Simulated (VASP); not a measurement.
Here is a VASP 6.6.1 calculation.

INCAR

```
PREC     = Accurate       # precision mode
ENCUT    = 700            # plane-wave cutoff, eV
EDIFF    = 1E-7           # SCF threshold, eV
ISMEAR   = 0              # smearing method
SIGMA    = 0.02           # smearing width, eV
LREAL    = F              # projectors in reciprocal space
LASPH    = T              # aspherical terms in the spheres
NELM     = 80             # most SCF steps
ALGO     = Normal         # electronic algorithm
ISIF     = 3              # what is computed and relaxed
LWAVE    = F              # write WAVECAR
LCHARG   = F              # write CHGCAR
GGA      = PE             # functional
IBRION   = 2              # ionic algorithm
NSW      = 80             # ionic steps
EDIFFG   = -0.002         # ionic threshold
KPAR     = 4
```

File KPOINTS:

```
Automatic mesh
0
Gamma
  12 12 6
```

Contents of POSCAR:

```
SiC
1.0
    3.0760000000      0.0000000000      0.0000000000
   -1.5380000000      2.6638941400      0.0000000000
    0.0000000000      0.0000000000      5.0480000000
Si C
2 2
Direct
    0.3333333300      0.6666666700      0.0000000000
    0.6666666700      0.3333333300      0.5000000000
    0.3333333300      0.6666666700      0.3850000000
    0.6666666700      0.3333333300      0.8850000000
```

Potentials or basis: VASP PAW PBE potentials, release 64 (Si, C).

Command:

```console
$ cat potpaw_PBE.64/Si/POTCAR potpaw_PBE.64/C/POTCAR > POTCAR
$ mpirun -np 4 vasp_std > vasp.out
```

Estimate the relaxed volume.

10.49 Å³/atom.

Estimate the space group after relaxing (to 0.05 Å).

P6_3mc (No. 186).

What does it give for the relaxed cell?

a = 3.091 Å, b = 3.091 Å, c = 5.072 Å, α = 90.00°, β = 90.00°, γ = 120.00°.

Predict the band gap on the k mesh.

2.30 eV, indirect (least direct gap 3.95 eV).

Step by step:
```tsv
step	energy change (eV)	largest force (eV/Å)	pressure (GPa)	volume (Å³)
1	0.0000	0.7527	3.45	41.36
2	-0.0030	0.6283	-3.40	42.71
3	-0.0389	0.0840	-0.46	42.05
4	-0.0420	0.0259	0.07	41.95
5	-0.0420	0.0125	0.01	41.96
6	-0.0420	0.0115	-0.01	41.97
7	-0.0420	0.0003	0.00	41.97
```

A k mesh can miss the band edges. PBE usually gives volumes a little too large and moduli too small.
